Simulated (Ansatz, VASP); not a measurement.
# One calculation of GaP, two programs

```
Ga P
1.0
     1.94302    1.12180    6.43081
    -1.94302    1.12180    6.43081
     0.00000   -2.24360    6.43081
Ga P
2 2
Direct
  0.43537 0.43537 0.43537
  0.56463 0.56463 0.56463
  0.05739 0.05739 0.05739
  0.94261 0.94261 0.94261
```

Measurements of this composition are mostly on another form, of space group No. 216.

Alike in both runs: task single point; functional r2SCAN; dispersion rVV10; k mesh 6 × 6 × 6; occupations gaussian, width 0.1 eV; no spin polarisation.

|  | VASP | Ansatz |
| --- | --- | --- |
| version | VASP 6.6.1 | Ansatz 0.2.0 |
| potentials or method | VASP PAW PBE potentials, release 64 (Ga_d, P) | scalar-relativistic, plane waves, PAW |
| plane-wave cutoff (eV) | 520 | 500 |
| valence electrons in the cell | 36 | 36 |

|  | VASP | Ansatz | Ansatz less VASP |
| --- | --- | --- | --- |
| gap on the k mesh at the Fermi level (eV) | 1.03 | 1.03 | -0.007 |
| least direct gap on the mesh (eV) | 1.45 | 1.45 | -0.001 |
| pressure (GPa) | -3.2 | -3.0 | +0.13 |
| largest component of the traceless stress (GPa) | 0.01 | 0.16 | +0.152 |
| rms of the force components (eV/Å) | 0.027 | 0.041 | +0.0145 |

Atom by atom the forces differ by 0.026 eV/Å (rms over components).

Caveats: the PAW data sets were made with another functional, which shifts forces and pressure a little (VASP). r2SCAN opens gaps a little over a GGA but as a rule still falls short of measured ones. A k mesh can miss the band edges.
